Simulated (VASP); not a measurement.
**AlN(110): relaxation, ionisation energy and affinity**

Where do the bulk band edges lie against the vacuum outside AlN(110)? The cell is generated by rule, not measured, and may not be a known phase.

Program: VASP 6.6.1. Level of theory: PBEsol; plane waves and PAW (Al, N), in the first sound run; inputs show where later runs differ. Results are calculated unless marked as measured.

Report form: the programs' logs are mostly left out.

The structure was built from a prototype and need not be the compound's stable phase.

## 1. The starting structure

The structure is cubic, space group F-43m (No. 216). The conventional cell has a = 4.380 Å, b = 4.380 Å, c = 4.380 Å, α = 90.00°, β = 90.00°, γ = 90.00°. Nearest to Al lie 4 N at 1.90 Å. Nearest to N lie 4 Al at 1.90 Å. Farther neighbours and most contacts between anions are not listed.

Structure file:

```cif
data_structure
_symmetry_space_group_name_H-M 'P 1'
_symmetry_Int_Tables_number 1
_cell_length_a 3.0971
_cell_length_b 3.0971
_cell_length_c 3.0971
_cell_angle_alpha 60.000
_cell_angle_beta 60.000
_cell_angle_gamma 60.000
_cell_volume 21.01
loop_
_atom_site_label
_atom_site_type_symbol
_atom_site_fract_x
_atom_site_fract_y
_atom_site_fract_z
_atom_site_occupancy
Al1 Al 0.00000 0.00000 0.00000 1
N2 N 0.25000 0.25000 0.25000 1
```

## 2. Relaxing the bulk crystal

First cell and atoms are relaxed at a raised cutoff, so that later runs start from this functional's own cell.

The input, INCAR:

```
SYSTEM = AlN
PREC = Accurate
ENCUT = 520
EDIFF = 1E-06
NELM = 120
ISMEAR = 0
SIGMA = 0.03
LREAL = .FALSE.
ALGO = Normal
GGA = PS
NBANDS = 10
LORBIT = 11
LWAVE = .FALSE.
LCHARG = .FALSE.
KPAR = 4
IBRION = 2
NSW = 40
ISIF = 3
EDIFFG = -0.02
POTIM = 0.4
```

The input, POSCAR:

```
AlN
1.0
    0.0000000000      2.1900000000      2.1900000000
    2.1900000000      0.0000000000      2.1900000000
    2.1900000000      2.1900000000      0.0000000000
Al N
1 1
Direct
    0.0000000000      0.0000000000      0.0000000000
    0.2500000000      0.2500000000      0.2500000000
```

The input, KPOINTS:

```
Automatic mesh
0
Gamma
7 7 7
0 0 0
```

PAW data sets: Al and N (PBE family, release 64).

Run with:

```
mpirun -np 4 vasp_std
```

Wall time 1.6 s (4 MPI ranks of Intel Xeon 6975P-C (Granite Rapids), shared host); peak memory 0.47 GiB; 4.3 s of CPU time.

The PAW data sets were made with PBE, which is usual practice but a small mismatch for other functionals. The run keeps the 24 symmetry operations of its start, so it cannot find a distortion of lower symmetry.

Little changed from the start: no atom moved by 0.005 Å and no cell edge by 0.1 %.

This step gave:

```yaml
electronic_cycles: 15
electrons: 8
free_energy_toten: -15.61 eV
fermi_energy: 6.047 eV
```

The run ended after 2 ionic steps, 0.000 eV below its first step, once forces and stress met EDIFFG = -0.02.

## 3. Band edges of the bulk

A static bulk run at the slab's cutoff gives the band edges and the core potentials that tie them to the slab.

The input, INCAR:

```
SYSTEM = AlN
PREC = Normal
ENCUT = 440
EDIFF = 1E-06
NELM = 120
ISMEAR = 0
SIGMA = 0.03
LREAL = .FALSE.
ALGO = Normal
GGA = PS
NBANDS = 10
LORBIT = 11
LWAVE = .FALSE.
LCHARG = .FALSE.
KPAR = 4
```

The input, POSCAR:

```
AlN
1.0
    0.0000000000      2.1880338857      2.1880338857
    2.1880338857      0.0000000000      2.1880338857
    2.1880338857      2.1880338857      0.0000000000
Al N
1 1
Direct
    0.0000000000      0.0000000000      0.0000000000
    0.2500000000      0.2500000000      0.2500000000
```

The input, KPOINTS:

```
Automatic mesh
0
Gamma
17 17 17
0 0 0
```

Run with:

```
mpirun -np 4 vasp_std
```

Run time: 1.8 s. Hardware: 4 MPI ranks; peak memory 0.46 GiB.

The gap is read on the k-mesh alone, so it is an upper bound where the band edges lie off the mesh.

This step gave:

```yaml
electronic_cycles: 11
fermi_energy: 6.033 eV
metallic: no
gap_on_the_k_mesh: 3.237 eV
least_direct_gap_on_the_k_mesh: 4.084 eV
```

## 4. Relaxing the slab

This step: PBEsol; plane waves and PAW (Al, N) (VASP 6.6.1).

System of this step: AlN(110). The cell holds 18 atoms: 9 Al and 9 N. Its edges and angles: a = 3.094 Å, b = 4.376 Å, c = 28.377 Å, α = 90.0°, β = 90.0°, γ = 90.0°. It derives from AlN. 9 layers, cut at this functional's lattice. Vacuum lies along c.

All atoms relax at the fixed cell.

The input, INCAR:

```
SYSTEM = AlN
PREC = Normal
ENCUT = 440
EDIFF = 1E-05
NELM = 120
ISMEAR = 0
SIGMA = 0.03
LREAL = Auto
ALGO = Fast
GGA = PS
NBANDS = 54
LORBIT = 11
LWAVE = .FALSE.
LCHARG = .FALSE.
KPAR = 4
IBRION = 2
NSW = 60
ISIF = 2
EDIFFG = -0.03
POTIM = 0.4
MAXMIX = 40
IDIPOL = 3
LDIPOL = .TRUE.
DIPOL = 0.5 0.5 0.5
```

The input, POSCAR:

```
AlN
1.0
    3.0943471961      0.0000000000      0.0000000000
    0.0000000000      4.3760677714      0.0000000000
    0.0000000000      0.0000000000     28.3773887844
Al N
9 9
Direct
    0.0000000000      0.0000000000      0.2819145900
    0.5000000000      0.5000000000      0.3364359400
    0.0000000000      0.0000000000      0.3909573000
    0.5000000000      0.5000000000      0.4454786500
    0.0000000000      0.0000000000      0.5000000000
    0.5000000000      0.5000000000      0.5545213500
    0.0000000000      0.0000000000      0.6090427000
    0.5000000000      0.5000000000      0.6635640600
    0.0000000000      0.0000000000      0.7180854100
    0.0000000000      0.7500000000      0.3364359400
    0.5000000000      0.2500000000      0.2819145900
    0.0000000000      0.7500000000      0.4454786500
    0.5000000000      0.2500000000      0.3909573000
    0.0000000000      0.7500000000      0.5545213500
    0.5000000000      0.2500000000      0.5000000000
    0.0000000000      0.7500000000      0.6635640600
    0.5000000000      0.2500000000      0.6090427000
    0.5000000000      0.2500000000      0.7180854100
```

The input, KPOINTS:

```
Automatic mesh
0
Gamma
8 6 1
0 0 0
```

Run with:

```
mpirun -np 4 vasp_std
```

Run time: 2.5 min. Hardware: 4 MPI ranks; peak memory 1.4 GiB.

The run keeps the 4 symmetry operations of its start, so it cannot find a distortion of lower symmetry.

Step by step:

| step | energy less that of the first step (eV) | largest force (eV/Å) |
| --- | --- | --- |
| 1 | 0.0000 | 3.0210 |
| 2 | -0.7162 | 1.2395 |
| 3 | -0.7790 | 0.9002 |
| 4 | -0.8843 | 0.3277 |
| 5 | -0.8953 | 0.3844 |
| 6 | -0.9103 | 0.2036 |
| 7 | -0.9104 | 0.1945 |
| 8 | -0.9156 | 0.1215 |
| 9 | -0.9156 | 0.1214 |
| 10 | -0.9182 | 0.0634 |
| 11 | -0.9187 | 0.0693 |
| 12 | -0.9203 | 0.0620 |
| 13 | -0.9218 | 0.0632 |
| 14 | -0.9218 | 0.0583 |
| 15 | -0.9227 | 0.0590 |
| 16 | -0.9227 | 0.0603 |
| 17 | -0.9227 | 0.0455 |
| 18 | -0.9228 | 0.0301 |
| 19 | -0.9229 | 0.0357 |
| 20 | -0.9230 | 0.0162 |

The atoms that moved most (Å):

| atom | dx | dy | dz | length |
| --- | --- | --- | --- | --- |
| Al9 | 0.000 | 0.171 | -0.184 | 0.252 |
| Al1 | 0.000 | 0.171 | 0.184 | 0.252 |
| Al8 | 0.000 | -0.015 | 0.059 | 0.061 |
| Al2 | 0.000 | -0.015 | -0.059 | 0.061 |
| N18 | 0.000 | -0.048 | 0.005 | 0.048 |
| N11 | 0.000 | -0.048 | -0.005 | 0.048 |
| N16 | 0.000 | -0.030 | 0.019 | 0.035 |
| N10 | 0.000 | -0.030 | -0.019 | 0.035 |

The relaxed structure:

```xyz
18
Lattice="3.0943 0.0000 0.0000 0.0000 4.3761 0.0000 0.0000 0.0000 28.3774" Properties=species:S:1:pos:R:3
Al    0.0000    0.1715    8.1841
Al    1.5472    2.1731    9.4879
Al    0.0000   -0.0149   11.0973
Al    1.5472    2.1684   12.6345
Al    0.0000   -0.0172   14.1887
Al    1.5472    2.1684   15.7429
Al    0.0000   -0.0149   17.2801
Al    1.5472    2.1731   18.8895
Al    0.0000    0.1715   20.1933
N     0.0000    3.2523    9.5283
N     1.5472    1.0460    7.9949
N     0.0000    3.2647   12.6381
N     1.5472    1.0839   11.0813
N     0.0000    3.2647   15.7393
N     1.5472    1.0776   14.1887
N     0.0000    3.2523   18.8491
N     1.5472    1.0839   17.2961
N     1.5472    1.0460   20.3825
```

Numbers from this step:

* electronic cycles: 130
* electrons: 72
* free energy (TOTEN): -136.3970 eV
* Fermi energy: 0.3903 eV
* dipole moment: 0, 0, 0 e·Å
* gap on the k-mesh: 2.651 eV
* least direct gap on the k-mesh: 2.714 eV

The run ended after 20 ionic steps, 0.923 eV below its first step, once the forces on the free atoms met EDIFFG = -0.03.

## 5. Potential and states of the slab

A static run writes the electrostatic potential without exchange and correlation (LVHAR), which is flat in the vacuum and gives the level to count from. The dipole correction cancels the field that unlike faces would set up across the vacuum.

The input, INCAR:

```
SYSTEM = AlN
PREC = Normal
ENCUT = 440
EDIFF = 1E-06
NELM = 120
ISMEAR = 0
SIGMA = 0.03
LREAL = Auto
ALGO = Fast
GGA = PS
NBANDS = 54
LORBIT = 11
LWAVE = .FALSE.
LCHARG = .TRUE.
KPAR = 4
IDIPOL = 3
LDIPOL = .TRUE.
DIPOL = 0.5 0.5 0.5
LVHAR = .TRUE.
LVACPOTAV = .TRUE.
NEDOS = 1500
```

The input, POSCAR:

```
AlN
1.0
    3.0943471961      0.0000000000      0.0000000000
    0.0000000000      4.3760677714      0.0000000000
    0.0000000000      0.0000000000     28.3773887844
Al N
9 9
Direct
    0.0000000000      0.0391891940      0.2884033964
    0.5000000000      0.4965945963      0.3343466764
    0.0000000000      0.9966060758      0.3910619297
    0.5000000000      0.4955205233      0.4452303198
    0.0000000000      0.9960618297      0.5000000000
    0.5000000000      0.4955205233      0.5547696802
    0.0000000000      0.9966060758      0.6089380703
    0.5000000000      0.4965945963      0.6656533236
    0.0000000000      0.0391891940      0.7115966036
    0.0000000000      0.7431901998      0.3357692928
    0.5000000000      0.2390256359      0.2817350930
    0.0000000000      0.7460288943      0.4453588896
    0.5000000000      0.2476856723      0.3904959478
    0.0000000000      0.7460288943      0.5546411104
    0.5000000000      0.2462565868      0.5000000000
    0.0000000000      0.7431901998      0.6642307072
    0.5000000000      0.2476856723      0.6095040522
    0.5000000000      0.2390256359      0.7182649070
```

KPOINTS is that of step 4.

The input, KPOINTS_OPT:

```
Line mode
14
Line-mode
Reciprocal
  0.00000000   0.00000000   0.00000000 GAMMA
  0.50000000   0.00000000   0.00000000 X

  0.50000000   0.00000000   0.00000000 X
  0.50000000   0.50000000   0.00000000 S

  0.50000000   0.50000000   0.00000000 S
  0.00000000   0.50000000   0.00000000 Y

  0.00000000   0.50000000   0.00000000 Y
  0.00000000   0.00000000   0.00000000 GAMMA

  0.00000000   0.00000000   0.00000000 GAMMA
  0.50000000   0.50000000   0.00000000 S
```

Run with:

```
mpirun -np 4 vasp_std
```

The job ended after 68 s (4 MPI ranks; peak memory 2 GiB; 4.4 min of CPU time).

Numbers from this step:

```yaml
electronic_cycles: 25
fermi_energy: 0.3617 eV
least_gap_on_mesh_and_path: 2.652 eV
least_direct_gap_on_mesh_and_path: 2.716 eV
vacuum_levels: 5.909, 5.909 eV
ionisation_potentials_of_the_upper_and_lower_face: 5.682, 5.682 eV
electron_affinities_of_the_upper_and_lower_face: 3.030, 3.030 eV
```

The electronic bands at the labelled points (eV, zero at the valence-band top; v1 is the highest filled band, c1 the lowest empty one):

| point | v4 | v3 | v2 | v1 | c1 | c2 | c3 | c4 |
| --- | --- | --- | --- | --- | --- | --- | --- | --- |
| Γ | -0.57 | -0.54 | -0.35 | -0.31 | 2.69 | 2.90 | 2.98 | 3.76 |
| 0.54 of the way | -1.36 | -0.99 | -0.32 | -0.25 | 3.78 | 3.81 | 4.34 | 4.56 |
| X | -1.39 | -1.36 | -0.12 | -0.06 | 2.65 | 3.04 | 3.11 | 4.02 |
| 0.46 of the way | -1.36 | -1.27 | -0.08 | -0.03 | 3.52 | 3.69 | 4.06 | 4.46 |
| S | -1.14 | -1.09 | -0.08 | 0.00 | 4.19 | 4.22 | 5.44 | 5.65 |
| 0.46 of the way | -1.07 | -1.05 | -0.14 | -0.11 | 4.26 | 4.28 | 6.16 | 6.32 |
| Y | -1.02 | -0.97 | -0.36 | -0.36 | 3.83 | 3.85 | 5.31 | 5.66 |
| 0.54 of the way | -0.79 | -0.78 | -0.38 | -0.35 | 3.34 | 3.40 | 3.71 | 4.39 |
| Γ | -0.57 | -0.54 | -0.35 | -0.31 | 2.69 | 2.90 | 2.98 | 3.76 |
| 0.54 of the way | -1.03 | -0.91 | -0.21 | -0.15 | 3.99 | 4.02 | 5.13 | 5.28 |
| S | -1.14 | -1.09 | -0.08 | 0.00 | 4.19 | 4.22 | 5.44 | 5.65 |

Of the projections kept (Al, N), the largest for each band there; the rest of the weight can lie on other orbitals:

| point | v4 | v3 | v2 | v1 | c1 | c2 | c3 | c4 |
| --- | --- | --- | --- | --- | --- | --- | --- | --- |
| Γ | N 0.95 | N 0.97 | N 0.98 | N 0.98 | N 0.69 | N 0.75 | Al 0.52 | N 0.55 |
| X | N 0.87 | N 0.86 | N 0.93 | N 0.94 | Al 0.68 | Al 0.63 | Al 0.69 | Al 0.50 |
| S | N 0.88 | N 0.89 | N 0.94 | N 0.95 | Al 0.70 | Al 0.68 | N 0.85 | N 0.88 |
| Y | N 0.86 | N 0.88 | N 0.96 | N 0.96 | N 0.60 | N 0.60 | N 0.69 | N 0.69 |
| Γ | N 0.95 | N 0.97 | N 0.98 | N 0.98 | N 0.69 | N 0.75 | Al 0.52 | N 0.55 |
| S | N 0.88 | N 0.89 | N 0.94 | N 0.95 | Al 0.70 | Al 0.68 | N 0.85 | N 0.88 |

The planar average of the electrostatic potential oscillates, so the rows of the table below give means over windows of 1.51 Å about each position, cut where the curve ends. Its maxima inside the range that stand out by 2 % of the span (Å: eV): 8.8: -3.74, 10.3: -1.10, 11.8: -1.64, 13.4: -1.50, 14.9: -1.50, 16.6: -1.64, 18.1: -1.10, 19.6: -3.74. Its minima: 8.1: -10.6, 9.5: -11.4, 11.1: -11.1, 12.7: -11.1, 14.2: -11.2, 15.7: -11.1, 17.3: -11.1, 18.9: -11.4, 20.2: -10.6.

Zero at the Fermi level. The planar average of the electrostatic potential by height; means over each step:

| height (Å) | planar average of the electrostatic potential (eV) |
| --- | --- |
| 0.76 | 5.55 |
| 2.27 | 5.55 |
| 3.78 | 5.55 |
| 5.29 | 5.53 |
| 6.80 | 3.99 |
| 8.31 | -6.79 |
| 9.82 | -6.55 |
| 11.33 | -6.55 |
| 12.84 | -6.59 |
| 14.35 | -6.59 |
| 15.86 | -6.64 |
| 17.37 | -6.51 |
| 18.88 | -7.09 |
| 20.39 | -5.63 |
| 21.90 | 4.92 |
| 23.41 | 5.54 |
| 24.92 | 5.55 |
| 26.43 | 5.55 |
| 27.94 | 5.55 |

Density of states in the PAW spheres, an atom over height of the layer and energy from the Fermi level.

Ten even steps from '0' (0.00 states/eV) to '9' (1.56 states/eV), each cell a mean:
```
000000000000
100000000001
901000002009
100000000001
401333333004
513333335015
413332335114
302223224003
201212123002
201111112002
101111112001
101000001001
101000002001
111111112011
102222223101
001112112100
000000000000
000000000000
000000000000
000000000000
000000000000
000000000000
```
Columns: height of the layer (Å) from 8 to 20.4 (not evenly spaced); rows upwards: energy from the Fermi level (eV) from -7.9 to 0.5.

Electrostatic potential energy in the cb plane at fractional x = 0.000, with atoms of Al and N within 0.2 Å of it. With pseudopotentials it is smooth inside the atoms' cores, unlike the true potential.

Ten even steps from '0' (-63 eV) to '9' (6 eV), each cell a mean:
```
99999999999999999998741268887200488885001788
99999999999999999999876785358644774477546863
99999999999999999999988973328888852348888833
99999999999999999999999983238999962259999842
99999999999999999999999997679999997689999986
99999999999999999999999999999999999999999999
99999999999999999999999999999999999999999999
99999999999999999999999999999999999999999999
99999999999999999999988889999999999999999999
99999999999999999999864578998877899998777899
99999999999999999998720048997412689986214799
99999999999999999998610038987100389984001689
```
Columns run along c (16.0 Å, from fractional 0.00 to 0.57 of the cell; values clipped at the 3rd and 97th percentile), rows up along b (4.4 Å). Atoms in or near the plane, at fractional coordinates: Al at (0.29, 0.04), Al at (0.39, 0.00), Al at (0.50, 0.00), N at (0.34, 0.74), N at (0.45, 0.75), N at (0.55, 0.75).

Valence density in the cb plane at fractional x = 0.000, with atoms of Al and N within 0.2 Å of it. It is the smooth field of the valence electrons, not physical close to the nuclei.

Ten steps, logarithmic in the rise over the least value, from '0' (0.0 e/Å³) to '9' (3.6 e/Å³), each cell a mean:
```
00000000000000000001222456665422466665324566
00000000000000000001123568986534578976435689
00000000000000000000123579997534689986435799
00000000000000000000012479996433589985334689
00000000000000000000012357875322467864223578
00000000000000000000011245553222345543212355
00000000000000000000112223332222233332222233
00000000000000000001222222222222222222222222
00000000000000000001233332222333322222333222
00000000000000000012333333223333322223333322
00000000000000000012221233333322333333223332
00000000000000000011220234444211344443102344
```
Columns run along c (16.0 Å, from fractional 0.00 to 0.57 of the cell), rows up along b (4.4 Å). Atoms in or near the plane, at fractional coordinates: Al at (0.29, 0.04), Al at (0.39, 0.00), Al at (0.50, 0.00), N at (0.34, 0.74), N at (0.45, 0.75), N at (0.55, 0.75).

The map of layer states is cut here 0.5 eV above the Fermi level, so it leaves out the states above that.

The vacuum level lies 5.68 eV above the highest filled level at the upper face; both faces agree, as the slab has next to no dipole.

The program found no field-free point at its default tolerance, but its printed level agrees with the flat part of the planar average.

## 6. Lining up bulk and slab

This step: band edges against the vacuum, PBEsol; plane waves and PAW (VASP 6.6.1).

Derived from the runs above.

Numbers from this step:

```yaml
ionisation_energy: 6.257 eV
offset_spread: 0.02240 eV
bulk_gap: 3.237 eV
slab_gap: 2.652 eV
electron_affinity: 3.020 eV
buckling: 0.1892 Å
tilt: 12.21 degree
surface_energy_relaxed: 2.448 J/m²
```

The averaged core potentials of the four middle atoms lie -6.174 eV from those of the bulk run. The bulk valence top (5.826 eV), moved by that offset, is taken from the upper vacuum level (5.909 eV).

## 7. What came out

| Property | Result |
| --- | --- |
| ionisation energy | 6.26 eV |
| electron affinity | 3.02 eV |
| buckling | 0.189 Å |
| surface energy, relaxed | 2.45 J/m² |

**Reading.** The bulk valence-band top lies 6.26 eV below the vacuum of AlN(110), and the conduction-band bottom 3.02 eV. The top layer buckles by 0.19 Å, a tilt of 12°, with N outermost. The surface costs 2.45 J/m². The slab's least gap is 2.65 eV, against 3.24 eV in the bulk. Confinement widens it, surface states can narrow it, and the two gaps need not lie at the same wave vector; the faces' own affinities count to the slab's lowest empty state. The offsets of the four middle atoms spread by 0.02 eV; a shift common to all four would not show in it. The bulk edges are read on a mesh, so a band minimum between its points makes the gap too large and the affinity too small. One thickness was run. Semilocal band edges put the valence top too high and the gap too small.

[Lines on the potential files, build, host, timing and source positions are cut from VASP's logs without a mark.]

[Logs are printed without paths, hosts, clocks, repeated set-up lines and the standing remarks that a program may print on its own settings, such as how far it seeks lower states.]

[Hosts, paths, dates, database ids (printed as entryN), source tags and the programs' standing remarks are cut or masked in the printed files.]

[Runs that stopped without an error message from VASP are left out.]
